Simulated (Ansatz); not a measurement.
## Σ5 (210) boundary in bcc W with O (interstitial): structure and resistance

Aim: the relaxed structure and the specific resistance of the Σ5 (210) boundary in bcc W with O (interstitial).

Method: Ansatz plane-wave DFT, PBE, PAW files; relaxation of a bicrystal slab with its lowest layers held; PAW set soft_1, in the first sound run; inputs show where later runs differ, in Ansatz 0.2.0.

### 1. The structure

The cell holds 28 atoms: 27 W and 1 O. Cell: a = 7.077 Å, b = 3.165 Å, c = 30.107 Å, α = 90.0°, β = 90.0°, γ = 90.0°. It derives from W. built on the (2 1 0) plane; 2 overlapping atoms removed and the grains opened by 0 Å. Vacuum lies along c.

### 2. Relaxing the bicrystal

The boundary is built by mirroring the lower grain in the boundary plane and removing any atoms that overlap; then the O is put in at the boundary. A thin bicrystal slab is relaxed first, with the lowest layers held and the upper grain free to shift and open.

The input, input.yaml:

```yaml
crystal:
  lattice:
    - [7.0767079352, 0.0, 0.0]
    - [0.0, 3.1648, 0.0]
    - [0.0, 0.0, 30.1071114245]
  atoms:
    - { symbol: W, position: [0.3999999999, 0.0, 0.1660737202] }
    - { symbol: W, position: [0.6999999999, 0.5, 0.1895788245] }
    - { symbol: W, position: [0.9999999999, 0.0, 0.2130839288] }
    - { symbol: W, position: [0.2999999999, 0.5, 0.2365890331] }
    - { symbol: W, position: [0.6, 0.0, 0.2600941373] }
    - { symbol: W, position: [0.9, 0.5, 0.2835992416] }
    - { symbol: W, position: [0.2, 0.0, 0.3071043459] }
    - { symbol: W, position: [0.5, 0.5, 0.3306094502] }
    - { symbol: W, position: [0.8, 0.0, 0.3541145545] }
    - { symbol: W, position: [0.1, 0.5, 0.3776196587] }
    - { symbol: W, position: [0.4, 0.0, 0.401124763] }
    - { symbol: W, position: [0.7, 0.5, 0.4246298673] }
    - { symbol: W, position: [0.0, 0.0, 0.4481349716] }
    - { symbol: O, position: [0.25, 0.5, 0.4481349716] }
    - { symbol: W, position: [0.4, 0.0, 0.4951451801] }
    - { symbol: W, position: [0.1, 0.5, 0.5186502844] }
    - { symbol: W, position: [0.8, 0.0, 0.5421553887] }
    - { symbol: W, position: [0.5, 0.5, 0.5656604929] }
    - { symbol: W, position: [0.2, 0.0, 0.5891655972] }
    - { symbol: W, position: [0.9, 0.5, 0.6126707015] }
    - { symbol: W, position: [0.6, 0.0, 0.6361758058] }
    - { symbol: W, position: [0.2999999999, 0.5, 0.6596809101] }
    - { symbol: W, position: [0.9999999999, 0.0, 0.6831860143] }
    - { symbol: W, position: [0.6999999999, 0.5, 0.7066911186] }
    - { symbol: W, position: [0.3999999999, 0.0, 0.7301962229] }
    - { symbol: W, position: [0.0999999999, 0.5, 0.7537013272] }
    - { symbol: W, position: [0.7999999999, 0.0, 0.7772064314] }
    - { symbol: W, position: [0.4999999999, 0.5, 0.8007115357] }
kpoints:
  mp_grid: { grid: [4, 7, 1] }
hamiltonian:
  xc: pbe
  pseudopotentials: { kind: paw, azcp: { folder: soft_1 } }
scf:
  occupations: { method: fermi_dirac, width: 0.1 }
relax:
  f_tol: 0.03
  max_steps: 80
  constraints: [{ sites: [0, 1, 2, 3, 4] }]
```

On the command line:

```sh
$ ansatz run input.yaml --threads 8 --pin off --max-ram 15360MiB --backend cpu --events-out ev --progress --plain --runs-dir out
```

Numbers of over 12 decimals in the logs are rounded to 6 here.

Output:

```text
Engine: ansatz 0.2.0, aarch64-unknown-linux-gnu
Pseudopotentials: kind: paw
Pseudopotential: W, paw, valence charge 14, recommended cutoff 420 eV (normal), soft_1/W.paw.azcp
Pseudopotential: O, paw, valence charge 6, recommended cutoff 420 eV (normal), soft_1/O.paw.azcp
Functional definition: PBE
  parameter kappa = 0.804
  parameter beta = 0.066725
  exchange = pbe_x(kappa = kappa, mu = beta*pi^2/3)
  correlation = pbe_c(beta = beta)
Crystal: 28 atoms, lattice volume = 674.290 Å³
Basis set: ecut = 420 eV, 13145 PW (Γ), exchange–correlation on 96×48×432 points (8 copies of the dense FFT grid, shifted against one another)
Bands: 231, of which v1, the nominal top of the filled ones, is band 192 counted from 1 (191 counted from 0)
Symmetry: 2 space group operations
Space group: Pm (ITA 6), of the structure as read, at distance tolerance 8.8e-5 Å
k-points: 12 of 28 (time reversal used)
Non-local potential: W, projectors of the file, l = 0: 3, l = 1: 2, l = 2: 2, l = 3: 1
Non-local potential: O, projectors of the file, l = 0: 2, l = 1: 2, l = 2: 1
PAW form: soft (Blöchl's): semilocal exchange-correlation on the pseudo side does not see the compensation charge
PAW one-centre angular grid: W, 590 points (default); XC on 64 Gauss nodes
PAW one-centre angular grid: O, 110 points (default); XC on 64 Gauss nodes
Initial density: superposition of atomic densities (neutral atoms: chi_scale 0, normalization atom)
Initial wavefunctions: pseudopotential atomic-orbital guess
Functional: x = pbe(κ = 0.804, μ = 0.219515), c = pbe(β = 0.066725)
SCF iter   1: F=—  HF=-280982.237726 eV  |F-HF|=—  |Δ(HF+E_count)|=         —  Δρ=5.83e-2  dr2=1.54e2  ethr=3.10e-3  ⟨swp⟩=8.4  Hψ=12527  notcnv=0
preconditioner: auto → LDOS  [metal: Δε(μ)=0.008 eV  Ē_g=5.389 eV  σ=0.100 eV  W_gap=0.02  n_scr=176 (ndim 8)  ℏωp=18.5 eV  f_vac=0.283  D(μ)=20.94/eV (n_scr^D=156)  β→1.0]
SCF iter   2: F=—  HF=-280975.413085 eV  |F-HF|=—  |Δ(HF+E_count)|=    6.82e0  Δρ=3.95e-2  dr2=9.61e1  ethr=3.10e-3  ⟨swp⟩=4.1  Hψ=7302  notcnv=0
SCF iter   3: F=—  HF=-280970.914806 eV  |F-HF|=—  |Δ(HF+E_count)|=    4.50e0  Δρ=8.32e-3  dr2=1.62e0  ethr=3.10e-3  ⟨swp⟩=3.8  Hψ=6063  notcnv=0  defer=2
SCF iter   4: F=—  HF=-280970.656482 eV  |F-HF|=—  |Δ(HF+E_count)|=   2.58e-1  Δρ=2.75e-3  dr2=1.21e-1  ethr=4.22e-4  ⟨swp⟩=3.0  Hψ=4698  notcnv=0  defer=2
SCF iter   5: F=—  HF=-280970.649720 eV  |F-HF|=—  |Δ(HF+E_count)|=   6.76e-3  Δρ=1.17e-3  dr2=6.08e-2  ethr=3.16e-5  ⟨swp⟩=2.9  Hψ=4735  notcnv=0  defer=2
SCF iter   6: F=—  HF=-280970.647084 eV  |F-HF|=—  |Δ(HF+E_count)|=   2.64e-3  Δρ=3.85e-4  dr2=6.69e-3  ethr=1.58e-5  ⟨swp⟩=2.0  Hψ=3581  notcnv=0  defer=2
SCF iter   7: F=—  HF=-280970.648358 eV  |F-HF|=—  |Δ(HF+E_count)|=   1.27e-3  Δρ=1.14e-4  dr2=1.65e-4  ethr=1.74e-6  ⟨swp⟩=2.0  Hψ=3505  notcnv=0  defer=2
SCF iter   8: F=—  HF=-280970.648402 eV  |F-HF|=—  |Δ(HF+E_count)|=   4.44e-5  Δρ=4.65e-5  dr2=7.70e-5  ethr=4.29e-8  ⟨swp⟩=3.1  Hψ=5288  notcnv=0  defer=2
SCF iter   9: F=-280970.648402 eV  HF=-280970.648408 eV  |F-HF|=6.50e-6  |Δ(HF+E_count)|=   6.24e-6  Δρ=1.80e-5  dr2=9.55e-6  ethr=5.86e-9  ⟨swp⟩=3.1  Hψ=9591  notcnv=0
SCF 1 converged in 9 iterations: F = -280970.648402 eV  dr2 = 9.55e-6
  greatest PAW one-centre occupation: 0.999 electrons in one spin orbital (limit 2), on the W atom at site 24 (counted from 0), in its partial waves of l = 0
relax step   1: F+E_penalty+E_count = -280970.64840164 eV  Δ(F+E_penalty+E_count) = +0.000e0 eV  max|allowed force component| = 1.743e0 eV/Å  Δτ_max = 0.0000 Å  (9 SCF iters, dr2 threshold 2.25e-5 eV, accepted)
Initial density: handed on by an earlier stage of this run
Initial wavefunctions: those handed on with the density
iter 1 solved again at ethr=7.07e-4 eV; its pass at ethr=3.10e-3 eV (dr2=2.71e0 eV) is discarded
SCF iter   1: F=—  HF=-280971.665713 eV  |F-HF|=—  |Δ(HF+E_count)|=         —  Δρ=1.16e-2  dr2=2.95e0  ethr=7.07e-4  ⟨swp⟩=1.7  Hψ=9320  notcnv=0
eigensolver tolerance schedule calibrated: the retry pair's looser diagonalisation under-reported the residual by θ = 0.08 (0.13/decade); ethr = c·dr2/N_el runs at the constant in force after the calibration composes with the one it found (an armed cap, an earlier calibration), c = 6.4e-2
preconditioner: auto → LDOS  [metal: Δε(μ)=0.025 eV  Ē_g=4.996 eV  σ=0.100 eV  W_gap=0.06  n_scr=176 (ndim 8)  ℏωp=18.5 eV  f_vac=0.290  D(μ)=18.66/eV (n_scr^D=122)  β→1.0]
SCF iter   2: F=—  HF=-280971.535749 eV  |F-HF|=—  |Δ(HF+E_count)|=   1.30e-1  Δρ=5.79e-3  dr2=8.91e-1  ethr=4.89e-4  ⟨swp⟩=4.6  Hψ=5356  notcnv=0
SCF iter   3: F=—  HF=-280971.419238 eV  |F-HF|=—  |Δ(HF+E_count)|=   1.17e-1  Δρ=1.68e-3  dr2=6.66e-2  ethr=1.48e-4  ⟨swp⟩=3.1  Hψ=5802  notcnv=0  defer=2
SCF iter   4: F=—  HF=-280971.410090 eV  |F-HF|=—  |Δ(HF+E_count)|=   9.15e-3  Δρ=3.73e-4  dr2=2.51e-3  ethr=1.10e-5  ⟨swp⟩=2.8  Hψ=5208  notcnv=0  defer=2
SCF iter   5: F=—  HF=-280971.410111 eV  |F-HF|=—  |Δ(HF+E_count)|=   2.08e-5  Δρ=1.19e-4  dr2=2.12e-4  ethr=4.16e-7  ⟨swp⟩=2.5  Hψ=4411  notcnv=0  defer=2
SCF iter   6: F=-280971.410154 eV  HF=-280971.410157 eV  |F-HF|=3.29e-6  |Δ(HF+E_count)|=   4.60e-5  Δρ=4.47e-5  dr2=2.50e-5  ethr=1.66e-8  ⟨swp⟩=2.9  Hψ=10546  notcnv=0
SCF 2 converged in 6 iterations: F = -280971.410154 eV  dr2 = 2.50e-5
relax step   2: F+E_penalty+E_count = -280971.41015355 eV  Δ(F+E_penalty+E_count) = -7.618e-1 eV  max|allowed force component| = 1.080e0 eV/Å  Δτ_max = 0.1982 Å  (6 SCF iters, dr2 threshold 1.00e-4 eV, accepted)
SCF iter   1: F=—  HF=-280971.983028 eV  |F-HF|=—  |Δ(HF+E_count)|=         —  Δρ=1.53e-2  dr2=1.46e1  ethr=3.10e-3  ⟨swp⟩=5.7  Hψ=6978  notcnv=0
preconditioner: auto → LDOS  [metal: Δε(μ)=0.012 eV  Ē_g=5.025 eV  σ=0.100 eV  W_gap=0.03  n_scr=176 (ndim 8)  ℏωp=18.5 eV  f_vac=0.295  D(μ)=18.89/eV (n_scr^D=126)  β→1.0]
SCF iter   2: F=—  HF=-280971.706981 eV  |F-HF|=—  |Δ(HF+E_count)|=   2.76e-1  Δρ=4.26e-3  dr2=3.19e-1  ethr=3.10e-3  ⟨swp⟩=1.9  Hψ=3294  notcnv=0
SCF iter   3: F=—  HF=-280971.676249 eV  |F-HF|=—  |Δ(HF+E_count)|=   3.07e-2  Δρ=2.64e-3  dr2=1.42e-1  ethr=8.30e-5  ⟨swp⟩=3.0  Hψ=6098  notcnv=0
SCF iter   4: F=—  HF=-280971.649119 eV  |F-HF|=—  |Δ(HF+E_count)|=   2.71e-2  Δρ=3.61e-4  dr2=1.60e-3  ethr=3.70e-5  ⟨swp⟩=2.1  Hψ=3919  notcnv=0
SCF iter   5: F=—  HF=-280971.650086 eV  |F-HF|=—  |Δ(HF+E_count)|=   9.68e-4  Δρ=1.27e-4  dr2=1.87e-4  ethr=4.17e-7  ⟨swp⟩=3.0  Hψ=5844  notcnv=0
SCF iter   6: F=-280971.650112 eV  HF=-280971.650131 eV  |F-HF|=1.91e-5  |Δ(HF+E_count)|=   4.48e-5  Δρ=5.49e-5  dr2=4.67e-5  ethr=1.90e-8  ⟨swp⟩=3.0  Hψ=10350  notcnv=0
SCF 3 converged in 6 iterations: F = -280971.650112 eV  dr2 = 4.67e-5
[...]
relax step   9: F+E_penalty+E_count = -280972.44595508 eV  Δ(F+E_penalty+E_count) = -1.927e-1 eV  max|allowed force component| = 5.083e-1 eV/Å  Δτ_max = 0.1943 Å  (6 SCF iters, dr2 threshold 1.00e-4 eV, accepted)
relax step  10: F+E_penalty+E_count = -280972.55320206 eV  Δ(F+E_penalty+E_count) = -1.072e-1 eV  max|allowed force component| = 3.574e-1 eV/Å  Δτ_max = 0.1915 Å  (6 SCF iters, dr2 threshold 1.00e-4 eV, accepted)
relax step  11: F+E_penalty+E_count = -280972.66363408 eV  Δ(F+E_penalty+E_count) = -1.104e-1 eV  max|allowed force component| = 1.741e-1 eV/Å  Δτ_max = 0.2000 Å  (6 SCF iters, dr2 threshold 6.31e-5 eV, accepted)
relax step  12: F+E_penalty+E_count = -280972.71958984 eV  Δ(F+E_penalty+E_count) = -5.596e-2 eV  max|allowed force component| = 1.349e-1 eV/Å  Δτ_max = 0.1921 Å  (7 SCF iters, dr2 threshold 7.20e-6 eV, accepted)
relax step  13: F+E_penalty+E_count = -280972.75375707 eV  Δ(F+E_penalty+E_count) = -3.417e-2 eV  max|allowed force component| = 2.576e-1 eV/Å  Δτ_max = 0.1955 Å  (7 SCF iters, dr2 threshold 4.32e-6 eV, accepted)
relax step  14: F+E_penalty+E_count = -280972.77466899 eV  Δ(F+E_penalty+E_count) = -2.091e-2 eV  max|allowed force component| = 1.925e-1 eV/Å  Δτ_max = 0.1953 Å  (6 SCF iters, dr2 threshold 3.98e-5 eV, accepted)
relax step  15: F+E_penalty+E_count = -280972.78297038 eV  Δ(F+E_penalty+E_count) = -8.301e-3 eV  max|allowed force component| = 7.808e-2 eV/Å  Δτ_max = 0.0213 Å  (5 SCF iters, dr2 threshold 2.07e-5 eV, accepted)
relax step  16: F+E_penalty+E_count = -280972.78390048 eV  Δ(F+E_penalty+E_count) = -9.301e-4 eV  max|allowed force component| = 1.213e-1 eV/Å  Δτ_max = 0.0356 Å  (6 SCF iters, dr2 threshold 1.00e-6 eV, accepted)
relax step  17: F+E_penalty+E_count = -280972.78535241 eV  Δ(F+E_penalty+E_count) = -1.452e-3 eV  max|allowed force component| = 3.316e-2 eV/Å  Δτ_max = 0.0175 Å  (5 SCF iters, dr2 threshold 2.42e-6 eV, accepted)
SCF iter   1: F=—  HF=-280972.784757 eV  |F-HF|=—  |Δ(HF+E_count)|=         —  Δρ=5.13e-4  dr2=4.46e-3  ethr=1.14e-5  ⟨swp⟩=2.0  Hψ=4399  notcnv=0  defer=3
preconditioner: auto → LDOS  [metal: Δε(μ)=0.005 eV  Ē_g=5.029 eV  σ=0.100 eV  W_gap=0.01  n_scr=176 (ndim 8)  ℏωp=18.5 eV  f_vac=0.291  D(μ)=18.23/eV (n_scr^D=114)  β→1.0]
SCF iter   2: F=—  HF=-280972.784557 eV  |F-HF|=—  |Δ(HF+E_count)|=   2.00e-4  Δρ=1.63e-4  dr2=4.57e-4  ethr=1.16e-6  ⟨swp⟩=2.6  Hψ=4809  notcnv=0  defer=3
SCF iter   3: F=—  HF=-280972.784494 eV  |F-HF|=—  |Δ(HF+E_count)|=   6.29e-5  Δρ=7.32e-5  dr2=1.25e-4  ethr=1.19e-7  ⟨swp⟩=2.6  Hψ=5114  notcnv=0  defer=3
SCF iter   4: F=—  HF=-280972.784473 eV  |F-HF|=—  |Δ(HF+E_count)|=   2.06e-5  Δρ=1.53e-5  dr2=2.62e-6  ethr=3.26e-8  ⟨swp⟩=3.2  Hψ=4929  notcnv=0  defer=3
SCF iter   5: F=—  HF=-280972.785536 eV  |F-HF|=—  |Δ(HF+E_count)|=   1.06e-3  Δρ=4.13e-6  dr2=1.50e-7  ethr=6.83e-10  ⟨swp⟩=2.7  Hψ=5436  notcnv=0  defer=3
SCF iter   6: F=-280972.785536 eV  HF=-280972.785536 eV  |F-HF|=2.45e-8  |Δ(HF+E_count)|=   6.66e-8  Δρ=1.71e-6  dr2=5.00e-8  ethr=2.60e-11  ⟨swp⟩=5.1  Hψ=9379  notcnv=0
SCF 18 converged in 6 iterations: F = -280972.785536 eV  dr2 = 5.00e-8
relax step  18: F+E_penalty+E_count = -280972.78553611 eV  Δ(F+E_penalty+E_count) = -1.837e-4 eV  max|allowed force component| = 1.374e-2 eV/Å  Δτ_max = 0.0065 Å  (6 SCF iters, accepted)
SCF converged after 6 iterations
Free energy (F): -280972.785536 eV
Harris-Foulkes:  -280972.785536 eV  (|F-HF|=2.45e-8)
Internal energy: -280972.180326 eV  (E = F + TS)
E sigma→0 (E₀):  -280972.482931 eV
Entropy (-TS):   -0.605210 eV (-21.615 meV/atom)
Fermi energy:    12.862719 eV
--- Per-component energies (eV) ---
  E_band       = -5822.756801
  E_kinetic    = 11521.642209
  E_local      = -355509.893554  (includes V_loc(G=0)·N_el)
  E_nonlocal   = -627.432223
  E_hartree    = 174764.755218
  E_xc         = -7277.802158
  E_vxc        = -6308.824570  (∫ρ·V_xc dr)
  E_paw        = -231762.609626  (= ΣΔE_a)
  E_vpaw       = -4427.728255  (= ΣTr[D̂ρ^β])
  E_aug_tail   = 0.004797  (compensation charges beyond the density's cutoff)
  E_ewald      = 127919.155011
  E_smearing   = -0.605210  (= −TS)
  E_closure    = 0.000000  (closes the sum)
  Σ components = -280972.785536   (vs F -280972.785536, Δ=0.00e0)
--- Forces (eV/Å), atoms counted from 1 ---
  atom   1  W      0.71930946    -0.00000000     1.81210559
  atom   2  W     -0.96482219     0.00000000     0.10715088
  atom   3  W     -0.05434635     0.00000000    -0.35593920
  atom   4  W      0.18513744    -0.00000000    -1.16944945
  atom   5  W      0.12012029    -0.00000000    -0.37479326
  atom   6  W      0.00523432     0.00000000     0.00284830
  atom   7  W      0.00561507     0.00000000    -0.00353522
  atom   8  W     -0.00534891     0.00000000    -0.00965800
  atom   9  W     -0.01373868    -0.00000000    -0.00569935
  atom  10  W      0.00960328     0.00000000    -0.00300886
  atom  11  W      0.00189564     0.00000000    -0.00158086
  atom  12  W      0.00040818    -0.00000000     0.00617892
  atom  13  W     -0.00821144    -0.00000000    -0.00040780
  atom  14  O      0.00555975    -0.00000000    -0.00810514
  atom  15  W     -0.00648284     0.00000000     0.00112548
  atom  16  W     -0.00244735    -0.00000000     0.00098774
  atom  17  W      0.00619516    -0.00000000     0.00908927
  atom  18  W     -0.00937759     0.00000000     0.00771243
  atom  19  W      0.00611619     0.00000000    -0.00863082
  atom  20  W     -0.00124184    -0.00000000     0.00295399
  atom  21  W     -0.00089871    -0.00000000    -0.00548404
  atom  22  W      0.00273841     0.00000000    -0.00522206
  atom  23  W     -0.00213282     0.00000000     0.00706883
  atom  24  W      0.00088178    -0.00000000    -0.00689246
  atom  25  W      0.00139020     0.00000000     0.00236725
  atom  26  W      0.00262041    -0.00000000     0.00018874
  atom  27  W     -0.00440836     0.00000000    -0.00218481
  atom  28  W      0.00062116    -0.00000000     0.00078830
  max |Σ_I F_I| component: 2.56e-5 eV/Å
--- Relaxed structure (18 steps of the walk, 18 accepted, 0 SCFs on fresh bases) ---
  F+E_penalty+E_count = -280972.78553611 eV   max|allowed force component| = 1.374e-2 eV/Å
  atoms:
    - { symbol: W, position: [0.3999999999, 0.0, 0.166074] }
    - { symbol: W, position: [0.6999999999, 0.500000, 0.189579] }
    - { symbol: W, position: [1.000000, 0.0, 0.213084] }
    - { symbol: W, position: [0.2999999999, 0.500000, 0.236589] }
    - { symbol: W, position: [0.6, 0.0, 0.2600941373] }
    - { symbol: W, position: [0.900818, 0.500000, 0.282467] }
    - { symbol: W, position: [0.203164, -7.855441968105166e-19, 0.308253] }
    - { symbol: W, position: [0.500587, 0.500000, 0.332371] }
    - { symbol: W, position: [0.803137, -7.786860568742125e-19, 0.353794] }
    - { symbol: W, position: [0.099775, 0.500000, 0.376778] }
    - { symbol: W, position: [0.414855, -3.687690113373975e-18, 0.405626] }
    - { symbol: W, position: [0.715696, 0.500000, 0.424180] }
    - { symbol: W, position: [0.00855504, -2.123818502335468e-18, 0.452625] }
    - { symbol: O, position: [0.239176, 0.500000, 0.441007] }
    - { symbol: W, position: [0.650099, -6.208798247613355e-17, 0.495324] }
    - { symbol: W, position: [0.315505, 0.500000, 0.512620] }
    - { symbol: W, position: [1.019490, -5.4489254545087265e-17, 0.541128] }
    - { symbol: W, position: [0.719045, 0.500000, 0.565465] }
    - { symbol: W, position: [0.415361, -5.3464069794944585e-17, 0.585946] }
    - { symbol: W, position: [1.118828, 0.500000, 0.611151] }
    - { symbol: W, position: [0.816783, -5.3817032956928084e-17, 0.635697] }
    - { symbol: W, position: [0.517585, 0.500000, 0.658195] }
    - { symbol: W, position: [1.219634, -5.4525011530835955e-17, 0.682700] }
    - { symbol: W, position: [0.919581, 0.500000, 0.705549] }
    - { symbol: W, position: [0.615266, -5.344057114797825e-17, 0.730357] }
    - { symbol: W, position: [0.312655, 0.500000, 0.753642] }
    - { symbol: W, position: [1.012335, -5.271291512073926e-17, 0.775515] }
    - { symbol: W, position: [0.726438, 0.500000, 0.794647] }
```

Elapsed: 7.8 min, on 8 threads of Arm Neoverse V2, shared host; peak memory 5.6 GiB; 62 min of CPU time.

Relaxation path:

```tsv
step	energy less that of the first step (eV)	largest force component (eV/Å)
1	0.0000	1.7432
2	-0.7618	1.0798
3	-1.0017	0.5143
4	-1.0926	0.4320
5	-1.1961	0.5092
6	-1.2225	1.1133
7	-1.3802	0.7432
8	-1.6049	0.5549
9	-1.7976	0.5083
10	-1.9048	0.3574
11	-2.0152	0.1741
12	-2.0712	0.1349
13	-2.1054	0.2576
14	-2.1263	0.1925
15	-2.1346	0.0781
16	-2.1355	0.1213
17	-2.1369	0.0332
18	-2.1371	0.0137
```

The run keeps the 2 symmetry operations that it works with, so distortions that break them were not tested.

The atoms that moved most (Å):

```tsv
atom	dx	dy	dz	length
W15	1.770	0.000	0.005	1.770
W28	1.602	0.000	-0.183	1.613
W23	1.554	0.000	-0.015	1.554
W24	1.554	0.000	-0.034	1.554
W17	1.553	0.000	-0.031	1.554
W18	1.550	0.000	-0.006	1.550
W20	1.549	0.000	-0.046	1.549
W22	1.540	0.000	-0.045	1.540
```

This step gave:

- free energy: -280972.7855 eV
- energy at zero smearing: -280972.4829 eV
- Fermi energy: 12.86 eV

The largest force component on a free atom ends at 0.014 eV/Å, under the tolerance of 0.03, after 18 steps.

(Continued in part 2 of 2.)

[Logs are printed without paths, hosts, clocks, repeated set-up lines and the standing remarks that a program may print on its own settings, such as how far it seeks lower states.]

[Hosts, paths, dates, database ids (printed as entryN), source tags and the programs' standing remarks are cut or masked in the printed files.]
